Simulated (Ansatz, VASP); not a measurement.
# One calculation of BiTe, two programs

INCAR

```
SYSTEM = BiTe
  ALGO = Normal
  EDIFF = 1E-7
  ENCUT = 520
  GGA = PE
  ISIF = 2
  ISMEAR = -1
  LASPH = .TRUE.
  LCHARG = .FALSE.
  LREAL = .FALSE.
  LWAVE = .FALSE.
  NBANDS = 18
  NELM = 60
  PREC = Accurate
  SIGMA = 0.15
```

KPOINTS

```
k-points
0
G
  8 8 8
  0 0 0
```

POSCAR

```
BiTe
1.0
    0.0000000000      3.2350000000      3.2350000000
    3.2350000000      0.0000000000      3.2350000000
    3.2350000000      3.2350000000      0.0000000000
Bi Te
1 1
Direct
    0.0000000000      0.0000000000      0.0000000000
    0.5000000000      0.5000000000      0.5000000000
```

Input for Ansatz:

```yaml
crystal:
  lattice:
    - [0.0, 3.235, 3.235]
    - [3.235, 0.0, 3.235]
    - [3.235, 3.235, 0.0]
  atoms:
    - { symbol: Bi, position: [0.0, 0.0, 0.0] }
    - { symbol: Te, position: [0.5, 0.5, 0.5] }
basis:
  ecutwfc: 450.0
kpoints:
  mp_grid:
    grid: [8, 8, 8]
scf:
  occupations:
    method: fermi_dirac
    width: 0.15
output:
  stress: true
```

Alike in both runs: task single point; functional PBE; k mesh 8 × 8 × 8; occupations fermi-dirac, width 0.15 eV; no spin polarisation.

|  | VASP | Ansatz |
| --- | --- | --- |
| version | VASP 6.6.1 | Ansatz 0.2.0 |
| potentials or method | VASP PAW PBE potentials, release 64 (Bi_d, Te) | plane waves, PAW |
| plane-wave cutoff (eV) | 520 | 450 |
| valence electrons in the cell | 21 | 31 |

|  | VASP | Ansatz | Ansatz less VASP |
| --- | --- | --- | --- |
| pressure (GPa) | 0.8 | 0.8 | +0.05 |

With one functional, cell and mesh, what is left measures potentials, basis and numerics. The two sets of potentials don't hold the same shells in valence.
